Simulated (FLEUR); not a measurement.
# SnTe (F-43m) in FLEUR: notebook

Runs on SnTe. Level: SCAN. Tasks: band structure, equation of state.

All numbers are computed with FLEUR MaX-R8.1 (later development tree); they aren't measurements. Logs are shortened: lines on timing, memory, paths and dates and some standing lists are left out, and cuts for length are marked.

**1. The crystal as given**

It takes space group F-43m (No. 216, cubic). Conventional cell: a = 7.222 Å, b = 7.222 Å, c = 7.222 Å, α = 90.00°, β = 90.00°, γ = 90.00°. Te (site symmetry -43m) has 4 Sn at 3.13 Å as nearest neighbours. Around Sn (site symmetry -43m) lie 4 Te at 3.13 Å.

Measurements of this composition are mostly on another form, of space group No. 225.

**2. Band structure, SCAN**

inp.xml

```xml
<?xml version="1.0" encoding="UTF-8" standalone="no"?>
<fleurInput fleurInputVersion="0.39">
   <comment>
      SnTe                                                                                                
   </comment>
   <calculationSetup>
      <cutoffs Kmax="4.1" Gmax="12.7" GmaxXC="12.7" numbands="0"/>
      <scfLoop itmax="80" minDistance="0.0001" maxIterBroyd="30" imix="Anderson" alpha="0.05" precondParam="0.0" spinf="2.0" sdNocoIR="T"/>
      <coreElectrons ctail="F" frcor="F" kcrel="0" coretail_lmax="0"/>
      <xcFunctional name="LibXC" relativisticCorrections="F">
         <LibXCName exchange="mgga_x_scan" correlation="mgga_c_scan"/>
         <AuxGGA exchange="117" correlation="130"/>
      </xcFunctional>
      <magnetism jspins="1"/>
      <soc l_soc="F" theta="0.0" phi="0.0" spav="F"/>
      <expertModes spex="0" secvar="F"/>
      <geometryOptimization l_f="F" forcealpha="1.0" forcemix="BFGS" epsdisp="0.00001" epsforce="0.00001"/>
      <ldaU l_linMix="F" mixParam="0.05" spinf="1.0"/>
   </calculationSetup>
   <cell>
      <bzIntegration valenceElectrons="44.0" mode="hist" fermiSmearingEnergy="0.00183747">
         <kPointListSelection listName="default-1"/>
         <!-- k-points included here -->
         <xi:include xmlns:xi="http://www.w3.org/2001/XInclude" href="kpts.xml"> </xi:include>
      </bzIntegration>
      <!-- symmetry operations included here -->
[... 35 lines left out ...]
         </electronConfig>
         <energyParameters s="5" p="5" d="4" f="4"/>
         <lo type="SCLO" l="0" n="4" eDeriv="0"/>
         <lo type="SCLO" l="1" n="4" eDeriv="0"/>
         <lo type="SCLO" l="1" n="4" eDeriv="1"/>
         <lo type="SCLO" l="2" n="4" eDeriv="2"/>
         <lo type="SCLO" l="3" n="4" eDeriv="2"/>
      </species>
   </atomSpecies>
   <atomGroups>
      <atomGroup species="Tellurium (Te)">
         <relPos label="                   1">1.000/4.000 1.000/4.000 1.000/4.000</relPos>
         <force calculate="T" relaxXYZ="TTT"/>
      </atomGroup>
      <atomGroup species="Tin (Sn)">
         <relPos label="                   2">.0000000000 .0000000000 .0000000000</relPos>
         <force calculate="T" relaxXYZ="TTT"/>
      </atomGroup>
   </atomGroups>
   <output dos="F" band="F" slice="F">
      <checks vchk="F" cdinf="F"/>
      <bandDOS minEnergy="-.5*Htr" maxEnergy="0.5*Htr" sigma="0.015" storeEVData="T"/>
      <vacuumDOS vacdos="F" integ="F" star="F" nstars="0" locx1="0.0" locy1="0.0" locx2="0.0" locy2="0.0" nstm="0" tworkf="0.0"/>
      <unfoldingBand unfoldBand="F" supercellX="1" supercellY="1" supercellZ="1"/>
      <plotting iplot="0" polar="F">
         <plot TwoD="T" vec1="  1.0  0.0  0.0" vec2="  0.0  1.0  0.0" vec3="  0.0  0.0  1.0" zero="  0.0  0.0  0.0" file="plot"/>
      </plotting>
      <chargeDensitySlicing numkpt="0" minEigenval="0.0" maxEigenval="0.0" nnne="0" pallst="F"/>
      <specialOutput eonly="F"/>
      <moessbauerParams electricFieldGradient="T" isomerShift="T" coreHyperfine="T" valenceHyperfine="T"/>
      <magneticCircularDichroism mcd="F" energyLo="-10.0" energyUp="0.0"/>
   </output>
  <!-- We include the file relax.xml here to enable relaxations (see documentation) -->
  <xi:include xmlns:xi="http://www.w3.org/2001/XInclude" href="relax.xml"> <xi:fallback/> </xi:include>
</fleurInput>
```

crystal.txt

```
SnTe
&input cartesian=F /
0.0000000000  3.6111460000  3.6111460000
3.6111460000  0.0000000000  3.6111460000
3.6111460000  3.6111460000  0.0000000000
1.8897261246
1.0 1.0 1.0

2
52 0.2500000000  0.2500000000  0.2500000000
50 0.0000000000  0.0000000000  0.0000000000

&kpt div1=7 div2=7 div3=7 gamma=T /
```

inp.xml (bands)

```
<?xml version="1.0" encoding="UTF-8" standalone="no"?>
<fleurInput fleurInputVersion="0.39">
   <comment>
      SnTe                                                                                                
   </comment>
   <calculationSetup>
      <cutoffs Kmax="4.1" Gmax="12.7" GmaxXC="12.7" numbands="0"/>
      <scfLoop itmax="80" minDistance="0.0001" maxIterBroyd="30" imix="Anderson" alpha="0.05" precondParam="0.0" spinf="2.0" sdNocoIR="T"/>
      <coreElectrons ctail="F" frcor="F" kcrel="0" coretail_lmax="0"/>
      <xcFunctional name="LibXC" relativisticCorrections="F">
         <LibXCName exchange="mgga_x_scan" correlation="mgga_c_scan"/>
         <AuxGGA exchange="117" correlation="130"/>
      </xcFunctional>
      <magnetism jspins="1"/>
      <soc l_soc="F" theta="0.0" phi="0.0" spav="F"/>
      <expertModes spex="0" secvar="F"/>
      <geometryOptimization l_f="F" forcealpha="1.0" forcemix="BFGS" epsdisp="0.00001" epsforce="0.00001"/>
      <ldaU l_linMix="F" mixParam="0.05" spinf="1.0"/>
   </calculationSetup>
   <cell>
      <bzIntegration valenceElectrons="44.0" mode="hist" fermiSmearingEnergy="0.00183747">
         <kPointListSelection listName="path-1"/>
         <!-- k-points included here -->
         <xi:include xmlns:xi="http://www.w3.org/2001/XInclude" href="kpts.xml"> </xi:include>
      </bzIntegration>
      <!-- symmetry operations included here -->
[... 35 lines left out ...]
         </electronConfig>
         <energyParameters s="5" p="5" d="4" f="4"/>
         <lo type="SCLO" l="0" n="4" eDeriv="0"/>
         <lo type="SCLO" l="1" n="4" eDeriv="0"/>
         <lo type="SCLO" l="1" n="4" eDeriv="1"/>
         <lo type="SCLO" l="2" n="4" eDeriv="2"/>
         <lo type="SCLO" l="3" n="4" eDeriv="2"/>
      </species>
   </atomSpecies>
   <atomGroups>
      <atomGroup species="Tellurium (Te)">
         <relPos label="                   1">1.000/4.000 1.000/4.000 1.000/4.000</relPos>
         <force calculate="T" relaxXYZ="TTT"/>
      </atomGroup>
      <atomGroup species="Tin (Sn)">
         <relPos label="                   2">.0000000000 .0000000000 .0000000000</relPos>
         <force calculate="T" relaxXYZ="TTT"/>
      </atomGroup>
   </atomGroups>
   <output dos="F" band="T" slice="F">
      <checks vchk="F" cdinf="F"/>
      <bandDOS minEnergy="-.5*Htr" maxEnergy="0.5*Htr" sigma="0.015" storeEVData="T"/>
      <vacuumDOS vacdos="F" integ="F" star="F" nstars="0" locx1="0.0" locy1="0.0" locx2="0.0" locy2="0.0" nstm="0" tworkf="0.0"/>
      <unfoldingBand unfoldBand="F" supercellX="1" supercellY="1" supercellZ="1"/>
      <plotting iplot="0" polar="F">
         <plot TwoD="T" vec1="  1.0  0.0  0.0" vec2="  0.0  1.0  0.0" vec3="  0.0  0.0  1.0" zero="  0.0  0.0  0.0" file="plot"/>
      </plotting>
      <chargeDensitySlicing numkpt="0" minEigenval="0.0" maxEigenval="0.0" nnne="0" pallst="F"/>
      <specialOutput eonly="F"/>
      <moessbauerParams electricFieldGradient="T" isomerShift="T" coreHyperfine="T" valenceHyperfine="T"/>
      <magneticCircularDichroism mcd="F" energyLo="-10.0" energyUp="0.0"/>
   </output>
  <!-- We include the file relax.xml here to enable relaxations (see documentation) -->
  <xi:include xmlns:xi="http://www.w3.org/2001/XInclude" href="relax.xml"> <xi:fallback/> </xi:include>
</fleurInput>
```

Potentials or basis: all-electron, FLAPW.

Launch:

```bash
inpgen -f crystal.txt -profile fastHighL
# inp.xml edited to the form shown
fleur_MPI
fleur_MPI   # second run, on inp.xml (bands)
```

What it wrote:

```text
Welcome to FLEUR        (www.flapw.de)
      MaX-Release 8.1          (www.max-centre.eu)
 func_ids         267         263         267         263
 MetaGGA potential functional detected - V_tau will be computed
 Auxiliary Potential for radial basis: exchange=         117  correlation=         130
The functional 'SCAN exchange of Sun, Ruzsinszky, and Perdew' is an exchange functional, it belongs to the 'MGGA' family and is defined in the reference(s):
[1] J. Sun, A. Ruzsinszky, and J. P. Perdew.,  Phys. Rev. Lett. 115, 036402 (2015)
The functional 'SCAN correlation of Sun, Ruzsinszky, and Perdew' is a correlation functional, it belongs to the 'MGGA' family and is defined in the reference(s):
[1] J. Sun, A. Ruzsinszky, and J. P. Perdew.,  Phys. Rev. Lett. 115, 036402 (2015)
 Using same functional for VXC and EXC

 ========== k-point set info ==========
 Selected k-point list: default-1
 k-point list type: mesh
 7 x 7 x 7
 Number of k points: 20

 ------------Calculation Setup---------------------------
 Number of MPI-tasks      :            1
 Number of PE/node        :            1
 Number of OMP-threads    :            1
 Most efficient MPI parallelization for:
           1           2           4           5          10          20
 Additional eigenvalue parallelization possible
 Number of basis functions:          841
 Approximate size of matrices (H+S) per k-point:         0.021 GB
 --------------------------------------------------------
The functional 'Hammer, Hansen, and Norskov' is an exchange functional, it belongs to the 'GGA' family and is defined in the reference(s):
[1] B. Hammer, L. B. Hansen, and J. K. Nørskov.,  Phys. Rev. B 59, 7413 (1999)
The functional 'Perdew, Burke & Ernzerhof' is a correlation functional, it belongs to the 'GGA' family and is defined in the reference(s):
[1] J. P. Perdew, K. Burke, and M. Ernzerhof.,  Phys. Rev. Lett. 77, 3865 (1996)
[2] J. P. Perdew, K. Burke, and M. Ernzerhof.,  Phys. Rev. Lett. 78, 1396 (1997)
 Using same functional for VXC and EXC
 Using auxiliary GGA potential for the first iteration of MetaGGA calculation.
 Reset of history
 Reset of history
 Iteration:     1   Distance:      19.63878901 me/bohr^3
The functional 'Hammer, Hansen, and Norskov' is an exchange functional, it belongs to the 'GGA' family and is defined in the reference(s):
[1] B. Hammer, L. B. Hansen, and J. K. Nørskov.,  Phys. Rev. B 59, 7413 (1999)
The functional 'Perdew, Burke & Ernzerhof' is a correlation functional, it belongs to the 'GGA' family and is defined in the reference(s):
[1] J. P. Perdew, K. Burke, and M. Ernzerhof.,  Phys. Rev. Lett. 77, 3865 (1996)
[2] J. P. Perdew, K. Burke, and M. Ernzerhof.,  Phys. Rev. Lett. 78, 1396 (1997)
 Using same functional for VXC and EXC
 Iteration:     2   Distance:      18.58771496 me/bohr^3
The functional 'Hammer, Hansen, and Norskov' is an exchange functional, it belongs to the 'GGA' family and is defined in the reference(s):
[1] B. Hammer, L. B. Hansen, and J. K. Nørskov.,  Phys. Rev. B 59, 7413 (1999)
The functional 'Perdew, Burke & Ernzerhof' is a correlation functional, it belongs to the 'GGA' family and is defined in the reference(s):
[1] J. P. Perdew, K. Burke, and M. Ernzerhof.,  Phys. Rev. Lett. 77, 3865 (1996)
[2] J. P. Perdew, K. Burke, and M. Ernzerhof.,  Phys. Rev. Lett. 78, 1396 (1997)
 Using same functional for VXC and EXC
 Iteration:     3   Distance:      17.64004062 me/bohr^3
The functional 'Hammer, Hansen, and Norskov' is an exchange functional, it belongs to the 'GGA' family and is defined in the reference(s):
[1] B. Hammer, L. B. Hansen, and J. K. Nørskov.,  Phys. Rev. B 59, 7413 (1999)
The functional 'Perdew, Burke & Ernzerhof' is a correlation functional, it belongs to the 'GGA' family and is defined in the reference(s):
[1] J. P. Perdew, K. Burke, and M. Ernzerhof.,  Phys. Rev. Lett. 77, 3865 (1996)
[2] J. P. Perdew, K. Burke, and M. Ernzerhof.,  Phys. Rev. Lett. 78, 1396 (1997)
 Using same functional for VXC and EXC
 Iteration:     4   Distance:       1.38145240 me/bohr^3
The functional 'Hammer, Hansen, and Norskov' is an exchange functional, it belongs to the 'GGA' family and is defined in the reference(s):
[1] B. Hammer, L. B. Hansen, and J. K. Nørskov.,  Phys. Rev. B 59, 7413 (1999)
The functional 'Perdew, Burke & Ernzerhof' is a correlation functional, it belongs to the 'GGA' family and is defined in the reference(s):
[1] J. P. Perdew, K. Burke, and M. Ernzerhof.,  Phys. Rev. Lett. 77, 3865 (1996)
[2] J. P. Perdew, K. Burke, and M. Ernzerhof.,  Phys. Rev. Lett. 78, 1396 (1997)
 Using same functional for VXC and EXC
 Iteration:     5   Distance:       1.00586376 me/bohr^3
The functional 'Hammer, Hansen, and Norskov' is an exchange functional, it belongs to the 'GGA' family and is defined in the reference(s):
[1] B. Hammer, L. B. Hansen, and J. K. Nørskov.,  Phys. Rev. B 59, 7413 (1999)
The functional 'Perdew, Burke & Ernzerhof' is a correlation functional, it belongs to the 'GGA' family and is defined in the reference(s):
[1] J. P. Perdew, K. Burke, and M. Ernzerhof.,  Phys. Rev. Lett. 77, 3865 (1996)
[2] J. P. Perdew, K. Burke, and M. Ernzerhof.,  Phys. Rev. Lett. 78, 1396 (1997)
 Using same functional for VXC and EXC
 Iteration:     6   Distance:       0.35542662 me/bohr^3
The functional 'Hammer, Hansen, and Norskov' is an exchange functional, it belongs to the 'GGA' family and is defined in the reference(s):
[1] B. Hammer, L. B. Hansen, and J. K. Nørskov.,  Phys. Rev. B 59, 7413 (1999)
The functional 'Perdew, Burke & Ernzerhof' is a correlation functional, it belongs to the 'GGA' family and is defined in the reference(s):
[1] J. P. Perdew, K. Burke, and M. Ernzerhof.,  Phys. Rev. Lett. 77, 3865 (1996)
[2] J. P. Perdew, K. Burke, and M. Ernzerhof.,  Phys. Rev. Lett. 78, 1396 (1997)
 Using same functional for VXC and EXC
[... 47 lines left out ...]
[2] J. P. Perdew, K. Burke, and M. Ernzerhof.,  Phys. Rev. Lett. 78, 1396 (1997)
 Using same functional for VXC and EXC
 Iteration:    14   Distance:       0.00111148 me/bohr^3
The functional 'Hammer, Hansen, and Norskov' is an exchange functional, it belongs to the 'GGA' family and is defined in the reference(s):
[1] B. Hammer, L. B. Hansen, and J. K. Nørskov.,  Phys. Rev. B 59, 7413 (1999)
The functional 'Perdew, Burke & Ernzerhof' is a correlation functional, it belongs to the 'GGA' family and is defined in the reference(s):
[1] J. P. Perdew, K. Burke, and M. Ernzerhof.,  Phys. Rev. Lett. 77, 3865 (1996)
[2] J. P. Perdew, K. Burke, and M. Ernzerhof.,  Phys. Rev. Lett. 78, 1396 (1997)
 Using same functional for VXC and EXC
 Iteration:    15   Distance:       0.00031634 me/bohr^3
The functional 'Hammer, Hansen, and Norskov' is an exchange functional, it belongs to the 'GGA' family and is defined in the reference(s):
[1] B. Hammer, L. B. Hansen, and J. K. Nørskov.,  Phys. Rev. B 59, 7413 (1999)
The functional 'Perdew, Burke & Ernzerhof' is a correlation functional, it belongs to the 'GGA' family and is defined in the reference(s):
[1] J. P. Perdew, K. Burke, and M. Ernzerhof.,  Phys. Rev. Lett. 77, 3865 (1996)
[2] J. P. Perdew, K. Burke, and M. Ernzerhof.,  Phys. Rev. Lett. 78, 1396 (1997)
 Using same functional for VXC and EXC
 Iteration:    16   Distance:       0.00016932 me/bohr^3
The functional 'Hammer, Hansen, and Norskov' is an exchange functional, it belongs to the 'GGA' family and is defined in the reference(s):
[1] B. Hammer, L. B. Hansen, and J. K. Nørskov.,  Phys. Rev. B 59, 7413 (1999)
The functional 'Perdew, Burke & Ernzerhof' is a correlation functional, it belongs to the 'GGA' family and is defined in the reference(s):
[1] J. P. Perdew, K. Burke, and M. Ernzerhof.,  Phys. Rev. Lett. 77, 3865 (1996)
[2] J. P. Perdew, K. Burke, and M. Ernzerhof.,  Phys. Rev. Lett. 78, 1396 (1997)
 Using same functional for VXC and EXC
 Iteration:    17   Distance:       0.00010962 me/bohr^3
The functional 'Hammer, Hansen, and Norskov' is an exchange functional, it belongs to the 'GGA' family and is defined in the reference(s):
[1] B. Hammer, L. B. Hansen, and J. K. Nørskov.,  Phys. Rev. B 59, 7413 (1999)
The functional 'Perdew, Burke & Ernzerhof' is a correlation functional, it belongs to the 'GGA' family and is defined in the reference(s):
[1] J. P. Perdew, K. Burke, and M. Ernzerhof.,  Phys. Rev. Lett. 77, 3865 (1996)
[2] J. P. Perdew, K. Burke, and M. Ernzerhof.,  Phys. Rev. Lett. 78, 1396 (1997)
 Using same functional for VXC and EXC
 Iteration:    18   Distance:       0.00001810 me/bohr^3

 ********************************************************************
 Run finished successfully
 Stop message:
   all done
 ********************************************************************
```

Run time: 5.3 min. Hardware: 1 thread of Arm Neoverse V1, shared host; peak memory 0.11 GiB.

What came out:

| Item | Value |
| --- | --- |
| Free energy | -353120.6451 eV |
| Band gap on the k mesh | 0.37 eV, indirect (least direct gap 0.87 eV) |
| Band gap along the path | 0.11 eV, indirect (least direct gap 0.84 eV) |
| Valence electrons inside the program's atomic spheres | Te 20.09; Sn 20.09 (radii Te 2.66, Sn 2.66 bohr) |

Levels at the corners of the path, in eV from the valence-band top:
| point | band 20 | band 21 | band 22 | band 23 | band 24 | band 25 |
| --- | --- | --- | --- | --- | --- | --- |
| Γ | -2.09 | -2.09 | -2.09 | 0.97 | 0.97 | 0.97 |
| X | -3.34 | -3.34 | -0.72 | 0.11 | 3.98 | 3.98 |
| W | -3.60 | -3.52 | 0.00 | 1.34 | 2.35 | 3.20 |
| K | -3.74 | -3.15 | -0.55 | 1.17 | 3.16 | 3.25 |
| Γ | -2.09 | -2.09 | -2.09 | 0.97 | 0.97 | 0.97 |
| L | -2.66 | -2.66 | -2.16 | 1.83 | 1.83 | 3.53 |
| U | -3.74 | -3.15 | -0.55 | 1.17 | 3.16 | 3.25 |
| W | -3.60 | -3.52 | 0.00 | 1.34 | 2.35 | 3.20 |
| L | -2.66 | -2.66 | -2.16 | 1.83 | 1.83 | 3.53 |
| K | -3.74 | -3.15 | -0.55 | 1.17 | 3.16 | 3.25 |
| U | -3.74 | -3.15 | -0.55 | 1.17 | 3.16 | 3.25 |
| X | -3.34 | -3.34 | -0.72 | 0.11 | 3.98 | 3.98 |

Core levels (eV from the Fermi level):
```csv
atom,levels
1 Te,"1s1/2 -31604.3, 2s1/2 -4841.0, 2p1/2 -4534.7, 2p3/2 -4260.2, 3s1/2 -959.6, 3p1/2 -833.8, 3p3/2 -782.6, 4s1/2 -159.3, 3d3/2 -561.0, 3d5/2 -550.3"
2 Sn,"1s1/2 -28993.1, 2s1/2 -4372.2, 2p1/2 -4083.1, 2p3/2 -3852.5, 3s1/2 -840.4, 3p1/2 -723.1, 3p3/2 -681.0, 3d3/2 -473.9, 3d5/2 -465.2"
```

Caveat: the meta-GGA is that of a development version, with a GGA for the radial functions and cores and without core tails; spin-orbit coupling is left out, which moves the levels of the heavy elements; the mesh misses the band edges, which the band path finds closer together.

(Continued in part 2 of 2.)
